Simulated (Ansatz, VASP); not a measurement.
# B108N107 (V_N): VASP beside Ansatz

Wanted: the spread between two codes on one cell, functional and k mesh. The cell is taken from a series of runs on this material, whose earlier steps may have relaxed, scaled, displaced or heated it; both programs get it as it stands.

Main program and level: Ansatz 0.2.0; plane waves, with VASP 6.6.1 beside it; single point at LDA.

**1. Set-up**

The cell holds 215 atoms: 108 B and 107 N. Its edges and angles: a = 10.742 Å, b = 10.742 Å, c = 10.742 Å, α = 90.0°, β = 90.0°, γ = 90.0°. It derives from BN (BN (F-43m)). Nearest the centre at fractional (0.417, 0.417, 0.583): B55 at 1.64 Å, B60 at 1.64 Å, B54 at 1.64 Å, B57 at 1.64 Å, N162 at 2.51 Å, N163 at 2.51 Å, N152 at 2.51 Å, N161 at 2.51 Å. The cell carries charge +2.

**2. Ansatz: single point, LDA**

Ansatz runs on its default PAW (the set named soft_2) files.

With cell and atoms fixed, the geometry can't cause a difference; cores, projectors, grids and the points listed under the comparison can.

input.yaml

```yaml
crystal:
  lattice:
    - [10.74168417, 0.0, 0.0]
    - [0.0, 0.0, -10.74168417]
    - [0.0, 10.74168417, 0.0]
  atoms:
    - { symbol: B, position: [-0.00030830966, -9.673674e-05, 0.00019047709] }
    - { symbol: B, position: [-0.00021019071, 0.16659056881, 0.16682807884] }
    - { symbol: B, position: [0.1663768554, 1.55017e-06, 0.16682938349] }
    - { symbol: B, position: [0.16623581263, 0.16644931619, 0.00037985714] }
    - { symbol: "N", position: [0.08322927151, 0.08344193975, 0.25026791059] }
    - { symbol: "N", position: [0.0831778707, 0.25002488359, 0.08354253584] }
    - { symbol: "N", position: [0.24981104757, 0.08339136566, 0.08354327097] }
    - { symbol: "N", position: [0.250035046, 0.25024829315, 0.25052688721] }
    - { symbol: B, position: [-0.00020828397, 1.29498e-06, 0.33341544874] }
    - { symbol: B, position: [-0.00022133051, 0.16670812438, 0.50015308747] }
    - { symbol: B, position: [0.16649470179, -1.222894e-05, 0.50015462979] }
    - { symbol: B, position: [0.16652676066, 0.16673802754, 0.33356272535] }
    - { symbol: "N", position: [0.08332365387, 0.08353543193, 0.58348082701] }
    - { symbol: "N", position: [0.08348900925, 0.2502477177, 0.41707304087] }
    - { symbol: "N", position: [0.25003780141, 0.08370179249, 0.41707479345] }
    - { symbol: "N", position: [0.25101833943, 0.25123093731, 0.58340628513] }
    - { symbol: B, position: [-0.00030786547, -9.486539e-05, 0.66692187718] }
    - { symbol: B, position: [-0.00049482395, 0.16645207161, 0.8336432831] }
    - { symbol: B, position: [0.16623807727, -0.00028358465, 0.8336454762] }
    - { symbol: B, position: [0.16581602943, 0.16602665904, 0.66748951255] }
    - { symbol: "N", position: [0.08309138149, 0.08330371352, 0.91679176161] }
    - { symbol: "N", position: [0.08319792152, 0.24999665029, 0.7500972237] }
    - { symbol: "N", position: [0.24978635837, 0.08340864724, 0.75009615831] }
    - { symbol: "N", position: [0.24978397281, 0.24999764756, 0.91668500142] }
    - { symbol: B, position: [-0.00030979929, 0.33317251077, 0.00018957584] }
    - { symbol: B, position: [-0.00030982413, 0.50009594867, 0.16672726434] }
    - { symbol: B, position: [0.16649233642, 0.33333124593, 0.16681641773] }
    - { symbol: B, position: [0.16649470439, 0.49993941788, 0.00010685345] }
    - { symbol: "N", position: [0.08331885422, 0.416655591, 0.25035830816] }
    - { symbol: "N", position: [0.08317847343, 0.58324467117, 0.08337781145] }
    - { symbol: "N", position: [0.24982120923, 0.41663434136, 0.08346093838] }
    - { symbol: "N", position: [0.24978745074, 0.5832694436, 0.250236535] }
    - { symbol: B, position: [-0.00022394996, 0.3333306583, 0.33353060971] }
    - { symbol: B, position: [-0.00046525157, 0.4999810451, 0.50011527611] }
    - { symbol: B, position: [0.16611683738, 0.33357449348, 0.5003950817] }
    - { symbol: B, position: [0.16581802621, 0.50065789941, 0.33285699015] }
    - { symbol: "N", position: [0.083193735, 0.41663419331, 0.58346244491] }
    - { symbol: "N", position: [0.08319848299, 0.58326894266, 0.41682528662] }
    - { symbol: "N", position: [0.25101733199, 0.41657869753, 0.41805280484] }
    - { symbol: "N", position: [0.25102125324, 0.58203684854, 0.58351579374] }
    - { symbol: B, position: [-0.00046598054, 0.33328877892, 0.6668072284] }
    - { symbol: B, position: [-0.00022239847, 0.49994239137, 0.83338631382] }
    - { symbol: B, position: [0.16581397484, 0.33260418174, 0.83406648558] }
    - { symbol: B, position: [0.16612130938, 0.49970042783, 0.66652165371] }
    - { symbol: "N", position: [0.08332296073, 0.4166139711, 0.91655827934] }
    - { symbol: "N", position: [0.08348963126, 0.58302271618, 0.74984588097] }
    - { symbol: "N", position: [0.25101895451, 0.41669344491, 0.74886520303] }
    - { symbol: "N", position: [0.25003612002, 0.58302023595, 0.91639410982] }
    - { symbol: B, position: [-0.00020993942, 0.66668048268, 9.389891e-05] }
    - { symbol: B, position: [-0.00030685066, 0.83336408244, 0.16673012997] }
    - { symbol: B, position: [0.16623989192, 0.66681751187, 0.1665466189] }
    - { symbol: B, position: [0.16637727293, 0.83326644662, 9.434909e-05] }
    - { symbol: "N", position: [0.0830917472, 0.74996481579, 0.25012904908] }
    - { symbol: "N", position: [0.08313408624, 0.91663428235, 0.08346052081] }
    - { symbol: "N", position: [0.24981100276, 0.74987781099, 0.08337834486] }
    - { symbol: "N", position: [0.24981095919, 0.91671674445, 0.25021752436] }
    - { symbol: B, position: [-0.00049078612, 0.66681717771, 0.33327723806] }
    - { symbol: B, position: [-0.00030891789, 0.83336577891, 0.49999676304] }
    - { symbol: B, position: [0.1658209588, 0.66723671049, 0.49943593774] }
    - { symbol: B, position: [0.16623938612, 0.8335478287, 0.33327841953] }
    - { symbol: "N", position: [0.08332171883, 0.74973647203, 0.58343748931] }
    - { symbol: "N", position: [0.08317958051, 0.91671704356, 0.41684987431] }
[... 39 lines left out ...]
    - { symbol: "N", position: [0.41642616347, 0.41663284232, 0.25023226417] }
    - { symbol: "N", position: [0.41642191306, 0.58323711401, 0.0834603504] }
    - { symbol: "N", position: [0.58302345291, 0.41663612568, 0.08345805066] }
    - { symbol: "N", position: [0.58281057924, 0.58302397458, 0.25052473375] }
    - { symbol: B, position: [0.33335809709, 0.33357381555, 0.33315995376] }
    - { symbol: B, position: [0.3281993864, 0.50485802864, 0.49523099607] }
    - { symbol: B, position: [0.50466631559, 0.32840235927, 0.49521735298] }
    - { symbol: B, position: [0.49948720617, 0.49970170583, 0.33315529854] }
    - { symbol: "N", position: [0.41648196514, 0.58204147053, 0.41805099224] }
    - { symbol: "N", position: [0.58183210798, 0.41669149545, 0.41804989555] }
    - { symbol: "N", position: [0.58182755994, 0.58204023722, 0.583404439] }
    - { symbol: B, position: [0.32818026839, 0.32839697674, 0.67170017781] }
    - { symbol: B, position: [0.33336128772, 0.49969819573, 0.8337661117] }
    - { symbol: B, position: [0.49948555802, 0.33357257478, 0.83376506929] }
    - { symbol: B, position: [0.50466302389, 0.50488327806, 0.67170314141] }
    - { symbol: "N", position: [0.41642377487, 0.41663484637, 0.91668616609] }
    - { symbol: "N", position: [0.41636578152, 0.5820389187, 0.74886707965] }
    - { symbol: "N", position: [0.58182487161, 0.41657758793, 0.74886441446] }
    - { symbol: "N", position: [0.58306085212, 0.58327604229, 0.91668524173] }
    - { symbol: B, position: [0.33311648272, 0.66656235453, 0.00010631296] }
    - { symbol: B, position: [0.33295957374, 0.83336626557, 0.16672877889] }
    - { symbol: B, position: [0.49972533861, 0.66656572587, 0.16681466936] }
    - { symbol: B, position: [0.4998839368, 0.8333664525, 0.00018921577] }
    - { symbol: "N", position: [0.4164007123, 0.74973749349, 0.25035852141] }
    - { symbol: "N", position: [0.41642303895, 0.91663715839, 0.08345840266] }
    - { symbol: "N", position: [0.58303256642, 0.74988032273, 0.08354019678] }
    - { symbol: "N", position: [0.58303351732, 0.91655430575, 0.25021550882] }
    - { symbol: B, position: [0.33239751124, 0.667237462, 0.33285945813] }
    - { symbol: B, position: [0.33307751133, 0.83352279179, 0.50011450645] }
    - { symbol: B, position: [0.49948574262, 0.66693885886, 0.50039273813] }
    - { symbol: B, position: [0.49972718729, 0.83328117962, 0.33352980037] }
    - { symbol: "N", position: [0.41642579537, 0.74986332915, 0.58346088345] }
    - { symbol: "N", position: [0.41642337861, 0.91663422256, 0.41685834258] }
    - { symbol: "N", position: [0.58281129595, 0.74956924476, 0.41707108728] }
    - { symbol: "N", position: [0.58302509559, 0.91663601043, 0.58345820913] }
    - { symbol: B, position: [0.33336080921, 0.66693808702, 0.66652101888] }
    - { symbol: B, position: [0.33311555096, 0.83328027549, 0.83338565051] }
    - { symbol: B, position: [0.50045452842, 0.66724561436, 0.83406770864] }
    - { symbol: B, position: [0.49977043687, 0.83352401779, 0.66680669989] }
    - { symbol: "N", position: [0.41644228571, 0.74973465168, 0.91655820651] }
    - { symbol: "N", position: [0.41642285249, 0.91663602843, 0.75006082117] }
    - { symbol: "N", position: [0.58306114352, 0.74986120648, 0.75009715886] }
    - { symbol: "N", position: [0.583033383, 0.91671859473, 0.9167010556] }
    - { symbol: B, position: [0.66646650641, 3.07206e-06, 9.157948e-05] }
    - { symbol: B, position: [0.66660821659, 0.16645022481, 0.1665417602] }
    - { symbol: B, position: [0.8331539613, -9.654958e-05, 0.16672900218] }
    - { symbol: B, position: [0.83305576498, 0.16659081967, 9.051475e-05] }
    - { symbol: "N", position: [0.7497550658, 0.08330358742, 0.25012814697] }
    - { symbol: "N", position: [0.7496649691, 0.2500244352, 0.08337553644] }
    - { symbol: "N", position: [0.91642277104, 0.08334820063, 0.08345967527] }
    - { symbol: "N", position: [0.91650332622, 0.25002422678, 0.25021615913] }
    - { symbol: B, position: [0.66660888853, -0.00028274286, 0.33327467082] }
    - { symbol: B, position: [0.66702830035, 0.16603096874, 0.49942586752] }
    - { symbol: B, position: [0.83315480117, -9.502954e-05, 0.49999478071] }
    - { symbol: B, position: [0.83334112847, 0.16644890582, 0.33327363531] }
    - { symbol: "N", position: [0.74952011353, 0.08353786094, 0.58343677354] }
    - { symbol: "N", position: [0.74964780353, 0.24999759992, 0.41682053776] }
    - { symbol: "N", position: [0.91650598682, 0.08339169731, 0.41684875271] }
    - { symbol: "N", position: [0.91642193901, 0.25003420531, 0.58345941698] }
    - { symbol: B, position: [0.66635108761, -1.112699e-05, 0.66676258911] }
    - { symbol: B, position: [0.66632189909, 0.16673679397, 0.83335918379] }
    - { symbol: B, position: [0.83305553674, 3.647e-06, 0.83350229297] }
    - { symbol: B, position: [0.8330702658, 0.16670747352, 0.66676285835] }
    - { symbol: "N", position: [0.74961643679, 0.08344195531, 0.91665153404] }
    - { symbol: "N", position: [0.7493554792, 0.25024858383, 0.74984540403] }
    - { symbol: "N", position: [0.91634005465, 0.08339270472, 0.75006939327] }
    - { symbol: "N", position: [0.916339634, 0.25002510924, 0.91670096882] }
    - { symbol: B, position: [0.66635013661, 0.33333219895, 0.00010529897] }
    - { symbol: B, position: [0.66634924076, 0.49994250778, 0.16681458813] }
    - { symbol: B, position: [0.83315194082, 0.33317292243, 0.16672875833] }
    - { symbol: B, position: [0.8331520202, 0.50010014635, 0.00018934624] }
    - { symbol: "N", position: [0.74952098802, 0.41661479474, 0.25035881355] }
    - { symbol: "N", position: [0.74966565859, 0.58324581558, 0.08354051272] }
    - { symbol: "N", position: [0.91641925653, 0.41663425965, 0.0834565367] }
    - { symbol: "N", position: [0.91633990035, 0.58324517475, 0.25021455238] }
    - { symbol: B, position: [0.66703034134, 0.33260488935, 0.33285195157] }
    - { symbol: B, position: [0.6667295577, 0.49969776964, 0.50039494597] }
    - { symbol: B, position: [0.83331265783, 0.33328863816, 0.50011242183] }
    - { symbol: B, position: [0.83306985008, 0.49994030612, 0.33353188608] }
    - { symbol: "N", position: [0.74964847161, 0.4166346873, 0.58346042141] }
    - { symbol: "N", position: [0.74935785281, 0.58302307939, 0.4170721355] }
    - { symbol: "N", position: [0.91642168759, 0.41663490057, 0.41685893106] }
    - { symbol: "N", position: [0.91642250986, 0.58323678583, 0.58345943554] }
    - { symbol: B, position: [0.66672937916, 0.33357197308, 0.66652257103] }
    - { symbol: B, position: [0.66703151571, 0.5006738371, 0.83406561548] }
    - { symbol: B, position: [0.83306905458, 0.33333187531, 0.833385497] }
    - { symbol: B, position: [0.8333126018, 0.49998321423, 0.6668053061] }
    - { symbol: "N", position: [0.74951955047, 0.41665663645, 0.91655521682] }
    - { symbol: "N", position: [0.74964998935, 0.58327465308, 0.75009649806] }
    - { symbol: "N", position: [0.91642152698, 0.41663604689, 0.75006031751] }
    - { symbol: "N", position: [0.91650505935, 0.58324631146, 0.91670267504] }
    - { symbol: B, position: [0.66660762315, 0.66682122394, 0.00037675442] }
    - { symbol: B, position: [0.66646722481, 0.83326797425, 0.16682606043] }
    - { symbol: B, position: [0.83305549097, 0.6666796596, 0.16682686806] }
    - { symbol: B, position: [0.83315368035, 0.83336724024, 0.00019025785] }
    - { symbol: "N", position: [0.74961479445, 0.74982823062, 0.25026437005] }
    - { symbol: "N", position: [0.74970909785, 0.91663613266, 0.08345908188] }
    - { symbol: "N", position: [0.91642117161, 0.74992311817, 0.08345990608] }
    - { symbol: "N", position: [0.91642357317, 0.916634356, 0.25017182865] }
    - { symbol: B, position: [0.66632046446, 0.6665336675, 0.33356021556] }
    - { symbol: B, position: [0.66635067838, 0.83327995127, 0.50015293366] }
    - { symbol: B, position: [0.83306951381, 0.66656260969, 0.50015424676] }
    - { symbol: B, position: [0.83305644186, 0.8332660271, 0.33341265155] }
    - { symbol: "N", position: [0.74952248796, 0.74973437242, 0.58347912059] }
    - { symbol: "N", position: [0.74966762512, 0.91655253574, 0.41684722651] }
    - { symbol: "N", position: [0.9163409228, 0.74987799476, 0.41684753779] }
    - { symbol: "N", position: [0.91642136473, 0.916637159, 0.58345998177] }
    - { symbol: B, position: [0.66703069937, 0.66724208158, 0.66748954272] }
    - { symbol: B, position: [0.66660725144, 0.83355234332, 0.83364317312] }
    - { symbol: B, position: [0.83334255957, 0.66682208954, 0.83364496551] }
    - { symbol: B, position: [0.83315294689, 0.83336696127, 0.6669220207] }
    - { symbol: "N", position: [0.74975421002, 0.74996763025, 0.9167901102] }
    - { symbol: "N", position: [0.74966565865, 0.91671858897, 0.75006878599] }
    - { symbol: "N", position: [0.91650458705, 0.74987985368, 0.75006878341] }
    - { symbol: "N", position: [0.91642213298, 0.91663569038, 0.91674635783] }
  host:
    repeats: [3, 3, 3]
    atoms:
      - { symbol: B, position: [0.0, 0.0, 0.0] }
      - { symbol: B, position: [0.0, 0.5, 0.5] }
      # ... 6 more atoms of the perfect host
total_charge: 2
basis:
  ecutwfc: 420
  xc_grid: 2
hamiltonian:
  xc: lda
kpoints:
  mp_grid: { grid: [1, 1, 1] }
magnetization:
  spin_polarized: true
  initial_magnetization: 1
  spin_locking: { lock_magnetization: hard }
scf:
  occupations: { method: fermi_dirac, width: 0.01 }
  max_iter: 80
output:
  forces: true
  charged_corrections:
    epsilon: 4.61
    static_epsilon: 6.79
    defect_position: [0.416667, 0.416667, 0.583333]
  eigenvalues: true
checkpoint:
  read: "../qp2_M1.relax_smeared.run"
  write: "../cc2.qp2_M1.l0.run"
  compress: false
  write_wavefunctions: false
  write_every: 100000
```

Started as:

```sh
ansatz run input.yaml --threads 12 --pin off --max-ram 56524MiB --backend cuda --events-out ev --progress --plain --runs-dir out
```

The log of the run:

```text
Warning: the atoms were moved onto the symmetric positions of the space group found under crystal.symmetry.tolerance 1.0e-5 (fractional; no operation is sought that the atoms, as they stand in a round [...]
Warning: at least one further symmetry operation maps every atom of the structure, as the run holds it, onto an atom to within 2.85e-5 (fractional), and is not used: no operation is sought that the at [...]
Warning: checkpoint.read: the run can stay near the saved state's solution: 215 site(s) moved relative to the saved geometry (max |Δs| = 4.432e-4 fractional); the SCF starts from the saved state under [...]
[...]
SCF 1 converged in 6 iterations: F = -56502.758214 eV  dr2 = 5.66e-9
[...]
SCF converged after 6 iterations
[...]
```

[end of part 1 of 2]

[Lines on the potential files, build, host, timing and source positions are cut from VASP's logs without a mark.]

[Logs are printed without paths, hosts, clocks, repeated set-up lines and the standing remarks that a program may print on its own settings, such as how far it seeks lower states.]

[Hosts, paths, dates, database ids (printed as entryN), source tags and the programs' standing remarks are cut or masked in the printed files.]
